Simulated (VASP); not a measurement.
# BN (P6_3/mmc) in VASP: a series of runs

One crystal, BN, is run at these levels: PBEsol; tasks: single point, relaxation of cell and atoms.

Everything below comes from runs of VASP 6.6.1. Logs are shortened: lines on timing, memory, paths and dates and some standing lists are left out, and cuts for length are marked.

## Step 1: Starting point

The structure is hexagonal, space group P6_3/mmc (No. 194). Conventional cell: a = 2.504 Å, b = 2.504 Å, c = 7.019 Å, α = 90.00°, β = 90.00°, γ = 120.00°. B (site symmetry -6m2) has 3 N at 1.45 Å as nearest neighbours. N (site symmetry -6m2) is surrounded by 3 B at 1.45 Å.

## Step 2: Single point, PBEsol

INCAR

```
ALGO = Normal
EDIFF = 1E-7
ENCUT = 520
GGA = PS
ISIF = 2
ISMEAR = 0
LASPH = True
LCHARG = False
LREAL = False
LWAVE = False
NBANDS = 16
NELM = 100
PREC = Accurate
SIGMA = 0.05
```

KPOINTS

```
k-points
0
Gamma
  12 12 4
```

POSCAR

```
BN
1.0
    2.5043488625      0.0000000000      0.0000000000
   -1.2521744313      2.1688297349      0.0000000000
    0.0000000000      0.0000000000      7.0190946040
B N
2 2
Direct
    0.3333333333      0.6666666667      0.2500000000
    0.6666666667      0.3333333333      0.7500000000
    0.3333333333      0.6666666667      0.7500000000
    0.6666666667      0.3333333333      0.2500000000
```

Potentials or basis: VASP PAW PBE potentials, release 64 (B, N).

The run is started by

```console
> cat potpaw_PBE.64/B/POTCAR potpaw_PBE.64/N/POTCAR > POTCAR
> mpirun -np 1 vasp_std > vasp.out
```

OUTCAR:

```text
EDIFF = 1E-7
   ENCUT = 520
   GGA = PS
   ISIF = 2
   ISMEAR = 0
   LASPH = True
   LREAL = False
   NELM = 100
   PREC = Accurate

 ion  position               nearest neighbor table
   1  0.333  0.667  0.250-   4 1.45   4 1.45   4 1.45
   2  0.667  0.333  0.750-   3 1.45   3 1.45   3 1.45
   3  0.333  0.667  0.750-   2 1.45   2 1.45   2 1.45
   4  0.667  0.333  0.250-   1 1.45   1 1.45   1 1.45

  LATTYP: Found a hexagonal cell.
 ALAT       =     2.5043488625
 C/A-ratio  =     2.8027623104

  Lattice vectors:

 A1 = (   2.5043488625,   0.0000000000,   0.0000000000)
 A2 = (  -1.2521744313,   2.1688297349,   0.0000000000)
 A3 = (   0.0000000000,   0.0000000000,   7.0190946040)

Analysis of symmetry for initial positions (statically):
=====================================================================
 Subroutine PRICEL returns:
 Original cell was already a primitive cell.

 Routine SETGRP: Setting up the symmetry group for a
 hexagonal supercell.

 Subroutine GETGRP returns: Found 24 space group operations
 (whereof 12 operations were pure point group operations)
 out of a pool of 24 trial point group operations.

The static configuration has the point symmetry D_3d.
 The point group associated with its full space group is D_6h.

Analysis of symmetry for dynamics (positions and initial velocities):
=====================================================================
 Subroutine PRICEL returns:
 Original cell was already a primitive cell.

 Routine SETGRP: Setting up the symmetry group for a
 hexagonal supercell.

 Subroutine GETGRP returns: Found 24 space group operations
 (whereof 12 operations were pure point group operations)
 out of a pool of 24 trial point group operations.

The dynamic configuration has the point symmetry D_3d.
 The point group associated with its full space group is D_6h.

 Subroutine INISYM returns: Found 24 space group operations
 (whereof 12 operations are pure point group operations),
 and found     1 'primitive' translations

----------------------------------------------------------------------------------------

                                     Primitive cell

  volume of cell :      38.1243

  direct lattice vectors                    reciprocal lattice vectors
     2.504348863  0.000000000  0.000000000     0.399305390  0.230539075  0.000000000
    -1.252174431  2.168829735  0.000000000     0.000000000  0.461078149  0.000000000
     0.000000000  0.000000000  7.019094604     0.000000000  0.000000000  0.142468517

  length of vectors
     2.504348863  2.504348863  7.019094604     0.461078149  0.461078149  0.142468517

  position of ions in fractional coordinates (direct lattice)
     0.333333333  0.666666667  0.250000000
     0.666666667  0.333333333  0.750000000
     0.333333333  0.666666667  0.750000000
     0.666666667  0.333333333  0.250000000

  ion indices of the primitive-cell ions
   primitive index   ion index
                 1           1
                 2           2
                 3           3
                 4           4

----------------------------------------------------------------------------------------

 KPOINTS: k-points

Automatic generation of k-mesh.
 Grid dimensions read from file:
 generate k-points for:   12   12    4

 Generating k-lattice:

  Cartesian coordinates                     Fractional coordinates (reciprocal lattice)
     0.033275449  0.019211590  0.000000000     0.083333333 -0.000000000  0.000000000
     0.000000000  0.038423179  0.000000000     0.000000000  0.083333333  0.000000000
     0.000000000  0.000000000  0.035617129     0.000000000  0.000000000  0.250000000

  Length of vectors
     0.038423179  0.038423179  0.035617129

  Shift w.r.t. Gamma in fractional coordinates (k-lattice)
     0.000000000  0.000000000  0.000000000

 Subroutine IBZKPT returns following result:
 ===========================================

 Found     57 irreducible k-points:

 Following reciprocal coordinates:
            Coordinates               Weight
  0.000000  0.000000  0.000000      1.000000
  0.083333  0.000000  0.000000      6.000000
  0.166667  0.000000  0.000000      6.000000
  0.250000  0.000000  0.000000      6.000000
  0.333333  0.000000  0.000000      6.000000
  0.416667 -0.000000  0.000000      6.000000
[... 16 lines left out ...]
  0.250000  0.000000  0.250000     12.000000
  0.333333  0.000000  0.250000     12.000000
 [... further k-points ...]
   k-points           NKPTS =     57   k-points in BZ     NKDIM =     57   number of bands    NBANDS=     16
   number of dos      NEDOS =    301   number of ions     NIONS =      4
   total plane-waves  NPLWV =  21600
   dimension x,y,z NGX =    20 NGY =   20 NGZ =   54
   dimension x,y,z NGXF=    40 NGYF=   40 NGZF=  108
   ions per type =               2   2
   NGX,Y,Z   is equivalent  to a cutoff of  13.28, 13.28, 12.79 a.u.
   NGXF,Y,Z  is equivalent  to a cutoff of  26.55, 26.55, 25.58 a.u.
 SYSTEM =  unknown system
   PREC   = accura    normal or accurate (medium, high low for compatibility)
   ISTART =      0    job   : 0-new  1-cont  2-samecut
   ICHARG =      2    charge: 1-file 2-atom 10-const
   ISPIN  =      1    spin polarized calculation?
   LNONCOLLINEAR =      F non collinear calculations
   LSORBIT =      F    spin-orbit coupling
   LASPH  =      T    aspherical Exc in radial PAW
   ENCUT  =  520.0 eV  38.22 Ry    6.18 a.u.   4.66  4.66 13.05*2*pi/ulx,y,z
   NELM   =    100;   NELMIN=  2; NELMDL= -5     # of ELM steps
   EDIFF  = 0.1E-06   stopping-criterion for ELM
   LREAL  =      F    real-space projection
   EDIFFG = 0.1E-05   stopping-criterion for IOM
   NSW    =      0    number of steps for IOM
   IBRION =     -1    ionic relax: 0-MD 1-quasi-New 2-CG
   NFREE  =      0    steps in history (QN), initial steepest desc. (CG)
   ISIF   =      2    stress and relaxation
   ISYM   =      2    0-nonsym 1-usesym 2-fastsym
   POTIM  = 0.5000    time-step for ionic-motion
   TEBEG  =    0.0;   TEEND  =   0.0 temperature during run
   PSTRESS=    0.0 pullay stress
   NELECT =      16.0000    total number of electrons
   NUPDOWN=      -1.0000    fix difference up-down
   EMIN   =  10.00;   EMAX   =-10.00  energy-range for DOS
   EFERMI =   0.00;   METHOD = LEGACY
   ISMEAR =     0;   SIGMA  =   0.05  broadening in eV -4-tet -1-fermi 0-gaus
   EFERMI_NEDOS =   21; number of points for ismear=-14 and -15
   IALGO  =     38    algorithm
   IMIX   =      4    mixing-type and parameters
     AMIX     =   0.40;   BMIX     =  1.00
     AMIX_MAG =   1.60;   BMIX_MAG =  1.00
  volume/ion in A,a.u.               =       9.53        64.32
  Fermi-wavevector in a.u.,A,eV,Ry     =   1.225691  2.316220 20.440286  1.502319
  Thomas-Fermi vector in A             =   2.360720
   LORBIT       =      0    0 simple, 1 ext, 2 COOP (PROOUT), +10 PAW based schemes
   GGA     = PS    functional components
   LHFCALC =     F    Hartree Fock is set to
   AEXX    =    0.0000 exact exchange contribution
   IVDW    =     0    specifies the selected vdW correction
   LEPSILON=     F    determine dielectric tensor
   LRPA    =     F    only Hartree local field effects (RPA)
 non-spin polarized calculation
 Gauss-broadening in eV      SIGMA  =   0.05
  energy-cutoff  :      520.00
  volume of cell :       38.12
 maximum number of plane-waves:      1058
 NGX is ok and might be reduce to    20
   NGX =  9   NGY =  9   NGZ = 27

 number of electron      15.9999998 magnetization

 Free energy of the ion-electron system (eV)
  ---------------------------------------------------
  ext. energy  EPLUGINS =         0.00000000
  ---------------------------------------------------
  free energy    TOTEN  =       -36.57082509 eV

  energy without entropy =      -36.57082509  energy(sigma->0) =      -36.57082509

 E-fermi :   2.0536     XC(G=0):  -9.9264

 val. band max:        1.7579593177   @ k =   0.3333   0.3333   0.5000
 cond. band min:       6.0161707862   @ k =   0.5000   0.0000   0.0000
 fundamental gap:      4.2582114685
 Fermi energy:         2.0536082756

 k-point     1 :       0.0000    0.0000    0.0000
  band No.  band energies     occupation
      1     -15.9524      2.00000
      2     -15.7559      2.00000
      3      -4.3039      2.00000
      4      -2.6521      2.00000
      5       0.4497      2.00000
      6       0.4497      2.00000
[... 8 lines left out ...]
     15      13.6142      0.00000
     16      14.6739      0.00000

 k-point     2 :       0.0833    0.0000    0.0000
  band No.  band energies     occupation
      1     -15.8166      2.00000
      2     -15.6235      2.00000
      3      -4.1174      2.00000
      4      -2.4812      2.00000
      5      -0.1089      2.00000
      6      -0.0939      2.00000
[... 8 lines left out ...]
     15      14.1303      0.00000
     16      14.1923      0.00000

 k-point     3 :       0.1667    0.0000    0.0000
  band No.  band energies     occupation
      1     -15.4164      2.00000
      2     -15.2332      2.00000
      3      -3.5645      2.00000
      4      -1.9781      2.00000
      5      -1.5262      2.00000
      6      -1.5081      2.00000
[... 8 lines left out ...]
     15      15.4870      0.00000
     16      15.5633      0.00000

 k-point     4 :       0.2500    0.0000    0.0000
  band No.  band energies     occupation
      1     -14.7781      2.00000
      2     -14.6120      2.00000
      3      -3.3268      2.00000
      4      -3.2943      2.00000
      5      -2.6706      2.00000
      6      -1.1846      2.00000
[... 8 lines left out ...]
     15      16.5164      0.00000
     16      17.7625      0.00000
[... 324 lines left out ...]
 k-point    22 :       0.1667    0.0000    0.2500
  band No.  band energies     occupation
      1     -15.3905      2.00000
      2     -15.2609      2.00000
      3      -3.3690      2.00000
      4      -2.2649      2.00000
      5      -1.5191      2.00000
      6      -1.5002      2.00000
[... 8 lines left out ...]
     15      15.4980      0.00000
     16      15.5518      0.00000

 k-point    23 :       0.2500    0.0000    0.2500
  band No.  band energies     occupation
      1     -14.7545      2.00000
      2     -14.6371      2.00000
      3      -3.3295      2.00000
      4      -3.3034      2.00000
      5      -2.4731      2.00000
      6      -1.4297      2.00000
[... 8 lines left out ...]
     15      17.7321      0.00000
     16      17.7734      0.00000

 k-point    24 :       0.3333    0.0000    0.2500
  band No.  band energies     occupation
      1     -13.9485      2.00000
      2     -13.8503      2.00000
      3      -5.1176      2.00000
      4      -5.0836      2.00000
      5      -1.8101      2.00000
      6      -1.7844      2.00000
[... 8 lines left out ...]
     15      18.1429      0.00000
     16      20.1268      0.00000

 [... further k-points ...]
[... 5 lines left out ...]
  --------------------------------------------------------------------------------------
  -------------------------------------------------------------------------------------
  Total        0.1158528      0.1158528     -0.0286321     -0.0000000     -0.0000000      0.0000000
  in kB        4.8687326      4.8687326     -1.2032690     -0.0000000     -0.0000000      0.0000000
  external PRESSURE =       2.8447321 kB  Pullay stress =       0.0000000 kB

 VOLUME and BASIS-vectors are now :
 -----------------------------------------------------------------------------
  energy-cutoff  :      520.00
  volume of cell :       38.12
      direct lattice vectors                 reciprocal lattice vectors
     2.504348863  0.000000000  0.000000000     0.399305390  0.230539075  0.000000000
    -1.252174431  2.168829735  0.000000000     0.000000000  0.461078149  0.000000000
     0.000000000  0.000000000  7.019094604     0.000000000  0.000000000  0.142468517

 POSITION                                       TOTAL-FORCE (eV/Angst)
 -----------------------------------------------------------------------------------
     -0.00000      1.44589      1.75477         0.000000     -0.000000      0.000000
      1.25217      0.72294      5.26432        -0.000000     -0.000000      0.000000
     -0.00000      1.44589      5.26432         0.000000      0.000000      0.000000
      1.25217      0.72294      1.75477        -0.000000      0.000000      0.000000
 -----------------------------------------------------------------------------------
    total drift:                               -0.000000      0.000000     -0.000000

  FREE ENERGIE OF THE ION-ELECTRON SYSTEM (eV)
  ---------------------------------------------------
  free  energy   TOTEN  =       -36.5708250895 eV

  energy  without entropy=      -36.5708250895  energy(sigma->0) =      -36.57082509
```

It took 22 s on 1 thread of AMD EPYC 9R14 (Zen 4), shared host; peak memory 0.13 GiB.

Results:

| Quantity | Value |
| --- | --- |
| Free energy | -36.5708 eV |
| Pressure | 0.3 GPa |
| Band gap on the k mesh | 4.26 eV, indirect (least direct gap 4.60 eV) |

Caveat: the PAW data sets were made with another functional, which shifts forces and pressure a little; this functional lacks dispersion, which binds the layers, so the pressure and a relaxed spacing across them are unreliable.

(Continued in part 2 of 3.)
